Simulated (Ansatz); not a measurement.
## SnO2 (P4_2/mnm)

All numbers below come from DFT LDA, scalar-relativistic, plane waves, PAW in Ansatz 0.2.0.

Cutoff 420 eV; k points 6×6×6 on the computed 12-atom cell (Γ-centred); Gaussian smearing, width 0.02 eV; no spin polarisation.

The structure is relaxed at this level of theory with its symmetry kept.

```yaml
crystal:
  lattice:
    - [-3.19042, 3.33922, 3.33922]
    - [3.19042, -3.33922, 3.33922]
    - [3.19042, 3.33922, -3.33922]
  atoms:
    - { symbol: Sn, position: [0.99994, 0.24994, 0.75000] }
    - { symbol: Sn, position: [0.00006, 0.75006, 0.25000] }
    - { symbol: Sn, position: [0.50000, 0.50000, 0.50000] }
    - { symbol: Sn, position: [0.50000, 0.00000, 0.00000] }
    - { symbol: O, position: [0.19393, 0.19398, 0.50004] }
    - { symbol: O, position: [0.69399, 0.75006, 0.94393] }
    - { symbol: O, position: [0.19393, 0.69389, 0.99996] }
    - { symbol: O, position: [0.30613, 0.75006, 0.55607] }
    - { symbol: O, position: [0.69387, 0.24994, 0.44393] }
    - { symbol: O, position: [0.30601, 0.24994, 0.05607] }
    - { symbol: O, position: [0.80607, 0.30611, 0.00004] }
    - { symbol: O, position: [0.80607, 0.80602, 0.49996] }
```

* Space group: P4_2/mnm (No. 136)
* Volume per atom: 11.86 Å³
* Formation energy from the elements' standard states (uncorrected): -1.981 eV/atom
* Kohn–Sham band gap: 1.16 eV, direct at Γ
* Löwdin character of the top 1 eV of the valence band: O 2p 98 %
* Löwdin character of the lowest 1 eV of the conduction band: Sn 5s 50 %, O 2s 27 %, O 2p 17 %
* Electron masses at the edge by Cartesian direction of the computed cell, whose vectors are (-3.190, 3.339, 3.339), (3.190, -3.339, 3.339), (3.190, 3.339, -3.339) Å (m_e; degenerate bands sorted by energy; no spin-orbit coupling): x: 0.18; y: 0.21; z: 0.21
* Hole masses at the edge by Cartesian direction of the computed cell, whose vectors are (-3.190, 3.339, 3.339), (3.190, -3.339, 3.339), (3.190, 3.339, -3.339) Å (m_e; degenerate bands sorted by energy; no spin-orbit coupling): x: 1.7; y: 1.2; z: 1.2
* Bulk modulus: 202 GPa
* Its pressure derivative: 5.2
* Electronic dielectric constant xx, yy, zz of the computed cell, whose vectors are (-3.190, 3.339, 3.339), (3.190, -3.339, 3.339), (3.190, 3.339, -3.339) Å (independent particles): 4.9, 4.6, 4.6